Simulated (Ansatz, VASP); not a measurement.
# One calculation of Tl, two programs

```
Tl
1.0
    -1.84674    1.84674    1.84674
     1.84674   -1.84674    1.84674
     1.84674    1.84674   -1.84674
Tl
1
Cartesian
  0.0000 0.0000 0.0000
```

Change from the starting cell: volume scaled by 0.8, LAPW.

Alike in both runs: task single point; functional PBE; k mesh 15 × 15 × 15; occupations fermi-dirac, width 0.08 eV; no spin polarisation.

|  | VASP | Ansatz |
| --- | --- | --- |
| version | VASP 6.6.1 | Ansatz 0.2.0 |
| potentials or method | VASP PAW PBE potentials, release 64 (Tl_d), cutoff 520 eV | all-electron LAPW, scalar-relativistic |

Ansatz gave:

| Item | Value |
| --- | --- |
| pressure (GPa) | 10.6 |

**Question.** Estimate VASP's values.

**Answer.** Pressure (GPa): 10.5.

Ansatz ran all-electron here, so the differences hold the error of VASP's frozen core and of both bases.

Spin-orbit coupling is left out, which matters for the levels of Tl.
